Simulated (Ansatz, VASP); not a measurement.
**Sn: VASP beside Ansatz**

```
CELL_PARAMETERS angstrom
-1.90629 1.90629 1.90629
1.90629 -1.90629 1.90629
1.90629 1.90629 -1.90629
ATOMIC_POSITIONS crystal
Sn 0.00000 0.00000 0.00000
```

Alike in both runs: functional PBE; k mesh 18 × 18 × 18; occupations fermi-dirac, width 0.08 eV; no spin polarisation.

Ansatz relaxed the structure, and its values are those at the end. VASP's run is a single point on that final structure, the one shown.

|  | VASP | Ansatz |
| --- | --- | --- |
| version | VASP 6.6.1 | Ansatz 0.2.0 |
| potentials or method | VASP PAW PBE potentials, release 64 (Sn_d) | PAW with Ansatz's default frozen-core files, scalar-relativistic |
| plane-wave cutoff (eV) | 520 | 420 |
| valence electrons in the cell | 14 | 14 |

Ansatz gave:

* pressure (GPa): 0.0

Problem. Which values does VASP return?

Solution. Pressure (GPa): -0.1.
